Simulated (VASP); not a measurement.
A run of VASP 6.6.1:

The input INCAR:

```
ALGO = Normal ; EDIFF = 1E-6
ENCUT = 520 ; ISIF = 2
ISMEAR = 0 ; LASPH = T
LCHARG = F ; LMIXTAU = T
LREAL = F ; LWAVE = F
METAGGA = R2SCAN ; NBANDS = 16
NELM = 80 ; PREC = Accurate
SIGMA = 0.02
```

KPOINTS

```
k-points
0
Gamma
  10 10 10
```

Contents of POSCAR:

```
GaN
1.0
    0.0000000000      2.2472400000      2.2472400000
    2.2472400000      0.0000000000      2.2472400000
    2.2472400000      2.2472400000      0.0000000000
Ga N
1 1
Direct
    0.0000000000      0.0000000000      0.0000000000
    0.2500000000      0.2500000000      0.2500000000
```

The input KPOINTS_OPT:

```
path GXWKGLUWLK,UX
15
line-mode
reciprocal
 0.0000000000  0.0000000000  0.0000000000  G
 0.5000000000  0.0000000000  0.5000000000  X

 0.5000000000  0.0000000000  0.5000000000  X
 0.5000000000  0.2500000000  0.7500000000  W

 0.5000000000  0.2500000000  0.7500000000  W
 0.3750000000  0.3750000000  0.7500000000  K

 0.3750000000  0.3750000000  0.7500000000  K
 0.0000000000  0.0000000000  0.0000000000  G

 0.0000000000  0.0000000000  0.0000000000  G
 0.5000000000  0.5000000000  0.5000000000  L

 0.5000000000  0.5000000000  0.5000000000  L
 0.6250000000  0.2500000000  0.6250000000  U

 0.6250000000  0.2500000000  0.6250000000  U
 0.5000000000  0.2500000000  0.7500000000  W

 0.5000000000  0.2500000000  0.7500000000  W
 0.5000000000  0.5000000000  0.5000000000  L

 0.5000000000  0.5000000000  0.5000000000  L
 0.3750000000  0.3750000000  0.7500000000  K

 0.6250000000  0.2500000000  0.6250000000  U
 0.5000000000  0.0000000000  0.5000000000  X
```

Potentials or basis: VASP PAW PBE potentials, release 64 (Ga_d, N).

The run is started by

```sh
$ cat potpaw_PBE.64/Ga_d/POTCAR potpaw_PBE.64/N/POTCAR > POTCAR
$ mpirun -np 1 vasp_std > vasp.out
```

Hardware: 1 thread of Intel(R) Xeon(R) Platinum 8488C (Sapphire Rapids) (shared host).

Task: How long does it take, and how much memory?

Result: It took 90 s on 1 thread of Intel(R) Xeon(R) Platinum 8488C (Sapphire Rapids) (shared host), peak memory 0.16 GiB. Counts: scf iterations 54, k points 47.
